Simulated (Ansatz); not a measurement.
## Li: distorted cells

Computed with DFT PBE, scalar-relativistic, plane waves, PAW in Ansatz.

Settings: cutoff 420 eV, Γ-centred mesh 16×16×16 on the computed 1-atom cell, Gaussian smearing of 0.10 eV; no spin polarisation.

Reference cell:

```yaml
crystal:
  lattice:
    - [0.00000, 2.20200, 2.20200]
    - [2.20200, 0.00000, 2.20200]
    - [2.20200, 2.20200, 0.00000]
  atoms:
    - { symbol: Li, position: [0.00000, 0.00000, 0.00000] }
```

Each variant moves atoms of this cell by the vectors given, if any (Å), and then applies a symmetric strain (tensor components, Cartesian axes). The reference cell isn't relaxed at this level. Energies are per atom at zero smearing, counted from the lowest variant. Pressure is positive in compression.

1. strain (xx yy zz yz xz xy, %) -1.72 -1.72 -1.72 0.00 0.00 0.00
2. strain (xx yy zz yz xz xy, %) 0.60 0.60 0.60 0.00 0.00 0.00
3. strain (xx yy zz yz xz xy, %) 1.74 1.74 1.74 0.00 0.00 0.00

```json
{"result": "A", "ΔE (meV/atom)": "4.6", "P (GPa)": "-0.90"}
{"result": "B", "ΔE (meV/atom)": "9.6", "P (GPa)": "-1.24"}
{"result": "C", "ΔE (meV/atom)": "0.0", "P (GPa)": "-0.05"}
```

(1) Which variant gave which result?

Results:

(1) A is 2, B is 3, C is 1. The pressure falls as the cell grows: from the smallest volume to the largest the variants are 1, 2, 3.

This fcc form isn't the element's structure at ambient conditions.